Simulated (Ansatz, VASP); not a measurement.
**One calculation of PbI7, two programs**

```
Pb I
1.0
     0.00000    5.38301    5.38301
     5.38301    0.00000    5.38301
     5.38301    5.38301    0.00000
Pb I
1 7
Direct
  0.00000 0.00000 0.00000
  0.50000 0.50000 0.50000
  0.00000 0.50000 0.00000
  0.50000 0.00000 0.00000
  0.00000 0.50000 0.50000
  0.50000 0.00000 0.50000
  0.00000 0.00000 0.50000
  0.50000 0.50000 0.00000
```

Change from the starting cell: species swapped into the SbPt7 type (Fm-3m, No. 225).

Alike in both runs: task single point; functional PBE; k mesh 4 × 4 × 4; occupations gaussian, width 0.1 eV; no spin polarisation.

```csv
,VASP,Ansatz
version,VASP 6.6.1,Ansatz 0.2.0
potentials or method,"VASP PAW PBE potentials, release 64 (Pb_d, I)","scalar-relativistic, plane waves, PAW"
plane-wave cutoff (eV),520,420
valence electrons in the cell,63,133
```

```csv
,VASP,Ansatz,Ansatz less VASP
gap on the k mesh at the Fermi level (eV),none,none,-
pressure (GPa),-1.6,-1.6,+0.02
```

A gap of «none» marks a metal or a gap that the smearing closes. The two sets of potentials don't hold the same shells in valence.

Caveats: an odd number of electrons without spin polarisation forces a metal; a magnetic or distorted state may lie lower. Spin-orbit coupling is left out, which matters for the levels of I, Pb.
